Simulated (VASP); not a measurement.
A run of VASP 6.6.1 is set up as follows.

The input INCAR:

```
PREC = Accurate
ENCUT = 600
EDIFF = 1E-6
ISMEAR = 0
SIGMA = 0.02
LREAL = False
LASPH = True
NELM = 120
ALGO = Fast
ISIF = 3
LWAVE = False
LCHARG = False
GGA = CA
IBRION = 2
NSW = 60
EDIFFG = -0.005
```

The input KPOINTS:

```
Automatic mesh
0
Gamma
  10 10 10
```

The input POSCAR:

```
ZrO2
1.0
    0.0000000000      2.5350000000      2.5350000000
    2.5350000000      0.0000000000      2.5350000000
    2.5350000000      2.5350000000      0.0000000000
Zr O
1 2
Direct
    0.0000000000      0.0000000000      0.0000000000
    0.2500000000      0.2500000000      0.2500000000
    0.7500000000      0.7500000000      0.7500000000
```

Potentials or basis: VASP PAW LDA potentials, release 64 (Zr_sv, O).

The run is started by

```bash
$ cat potpaw_LDA.64/Zr_sv/POTCAR potpaw_LDA.64/O/POTCAR > POTCAR
$ mpirun -np 1 vasp_std > vasp.out
```

(1) What does it give for the relaxed volume?

(2) What does it give for the band gap on the k mesh?

Results:

(1) 10.61 Å³/atom.

(2) 3.33 eV, indirect (least direct gap 3.78 eV).
